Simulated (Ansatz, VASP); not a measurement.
**BAs in VASP and in Ansatz**

```
B As
1.0
     0.00000    2.22259    2.22259
     2.22259    0.00000    2.22259
     2.22259    2.22259    0.00000
B As
1 1
Direct
  0.00000 0.00000 0.00000
  0.75000 0.75000 0.75000
```

Alike in both runs: functional PBE; k mesh 10 × 10 × 10; no spin polarisation.

Ansatz relaxed the structure, and its values are those at the end. VASP's run is a single point on that final structure, the one shown.

|  | VASP | Ansatz |
| --- | --- | --- |
| version | VASP 6.6.1 | Ansatz 0.2.0 |
| potentials or method | VASP PAW PBE potentials, release 64 (B, As) | scalar-relativistic, plane waves, PAW |
| plane-wave cutoff (eV) | 520 | 420 |
| occupations | gaussian, width 0.01 eV | fixed |
| valence electrons in the cell | 8 | 18 |

```csv
,VASP,Ansatz,Ansatz less VASP
gap on the k mesh at the Fermi level (eV),0.94,0.95,+0.012
least direct gap on the mesh (eV),3.60,3.60,+0.001
```

The two sets of potentials don't hold the same shells in valence.

 A k mesh can miss the band edges. PBE gaps usually lie below the measured ones, often by a third to a half.
